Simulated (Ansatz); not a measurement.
## TiO2: energy along a strain

TiO2, P4_2/mnm, a = 4.597 Å, c = 2.954 Å. The compound has several low-lying forms, and this is one of them. Ansatz: r2SCAN, PAW, 500 eV, Γ-centred 6×6×10 mesh on 6 atoms, Gaussian smearing 0.05 eV; no spin polarisation. Cell vectors (Å): 4.597 0.000 0.000; 0.000 4.597 0.000; 0.000 0.000 2.954. The cell is strained by x per cent times the pattern (0 0 0 1 0 0) in the order xx yy zz yz xz xy (engineering shears), with fractional coordinates held. y is the free energy over the start, V0 = 10.402 Å³/atom. Symmetry makes y even in x. Points with a strain past 8.5 % were computed too (2) and aren't used here.

| x (%) | y (meV/atom) |
| --- | --- |
| -5.00 | 12.28 |
| 0.00 | 0.00 |
| 2.50 | 3.06 |
| 6.25 | 19.21 |
| 7.50 | ? |

Fit y = c2 x² + c4 x⁴ to the other rows, get the stiffness along the pattern, and predict the missing energy.

Least squares on the rows shown. y = 0.48990 x² + 4.8643×10⁻⁵ x⁴. The clamped-ion stiffness p·C·p = 2 × 4.899 eV × 160.2 / 10.402 Å³ = 151 GPa, which is C44 in these axes. At x = 7.50 the fit asked for gives 27.71 meV/atom. The run gave 27.70 meV/atom, so the fit is 0.01 meV/atom too high, a small miss on the scale of the series.

Cost: 7 runs of about 6.6 core-minutes in all, on Intel Xeon Processor @ 2.50GHz (Skylake/Cascade Lake) (shared hosts).